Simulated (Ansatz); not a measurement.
# MgS (Fm-3m) at 2 levels of theory

One geometry, relaxed with PBE; plane waves with PAW potentials in Ansatz, scalar-relativistic. No spin polarisation. Gaps are the least over mesh and band path; pressure is positive in compression.

```cif
data_structure
_symmetry_space_group_name_H-M 'P 1'
_symmetry_Int_Tables_number 1
_cell_length_a 3.6983
_cell_length_b 3.6983
_cell_length_c 3.6983
_cell_angle_alpha 60.000
_cell_angle_beta 60.000
_cell_angle_gamma 60.000
_cell_volume 35.77
loop_
_atom_site_label
_atom_site_type_symbol
_atom_site_fract_x
_atom_site_fract_y
_atom_site_fract_z
_atom_site_occupancy
Mg1 Mg 0.50000 0.50000 0.50000 1
S1 S 0.00000 0.00000 0.00000 1
```

```json
{"level": "PBE", "cutoff (eV)": "420", "k mesh": "8×8×8", "gap (eV)": "2.76", "pressure (GPa)": "0.0"}
```

Question: What comes out on the same cell with r2SCAN?

Answer:
```
 level  cutoff (eV)  k mesh  gap (eV)  pressure (GPa)
r2SCAN          500   8×8×8      3.43            -1.2
```

The cell was reached from a generator's guess, though it ends in a space group that the Crystallography Open Database lists for this formula.
